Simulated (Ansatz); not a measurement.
## ZnS (Wurtzite-2H) under changes of volume

One of the cells (19.603 Å³/atom); the others are scaled copies at fixed shape and fractional positions:

```
CELL_PARAMETERS angstrom
3.81100 0.00000 0.00000
-1.90550 3.30042 0.00000
0.00000 0.00000 6.23400
ATOMIC_POSITIONS crystal
Zn 0.66667 0.33333 0.50000
Zn 0.33333 0.66667 0.00000
S 0.66667 0.33333 0.88500
S 0.33333 0.66667 0.38500
```

| Property | Result |
| --- | --- |
| Program | Ansatz 0.2.0 |
| Functional | BLYP |
| Dispersion | D3(BJ) |
| Potentials or basis | Ansatz PAW |
| Cutoff | 420 eV (not typed: the program's choice for these potentials) |
| k mesh | 8 × 8 × 5 |
| Occupations | fermi-dirac, width 0.05 eV |
| Spin | no spin polarisation |

```tsv
volume (Å³/atom)	energy over the lowest point (meV/atom)	pressure (GPa)	gap on the mesh (eV)	largest force (eV/Å)
18.427	?	?	?	?
18.819	7.89	3.3	2.43	0.400
19.211	1.90	1.6	2.33	0.373
19.603	0.00	0.0	2.23	0.347
19.995	1.77	-1.4	2.13	0.323
20.387	6.83	-2.7	2.03	0.300
20.779	14.84	-3.8	1.94	0.279
```

Q: What does the run at 18.427 Å³/atom give?

A: Energy over the lowest point 18.45 meV/atom; pressure 5.3 GPa; gap on the mesh 2.54 eV; largest force 0.429 eV/Å.

Worked out: A Birch-Murnaghan fit of order 3 (a polynomial in V^(-2/3)) to the other rows has its minimum at 19.60 Å³/atom with B0 = V·E''(V) = 75 GPa and B' = 4.5 at fixed shape and positions, which overstates the stiffness. It gives 18.45 meV/atom at 18.427 Å³/atom, against the run's 18.45, and -dE/dV = 5.3 GPa, against 5.3. A straight line through the other rows of the gap, of slope -4.98 eV per unit of ln V (its deformation potential), extrapolates to 2.54 eV, against the run's 2.54.

Energies are extrapolated to zero smearing.

Caveats: odd divisions of the mesh miss points on the zone boundary, where band edges often lie, so the gap on the mesh can be too wide; the PAW data sets come from PBE, with cores solved anew for the run's functional, which leaves a small shift of forces and pressure.
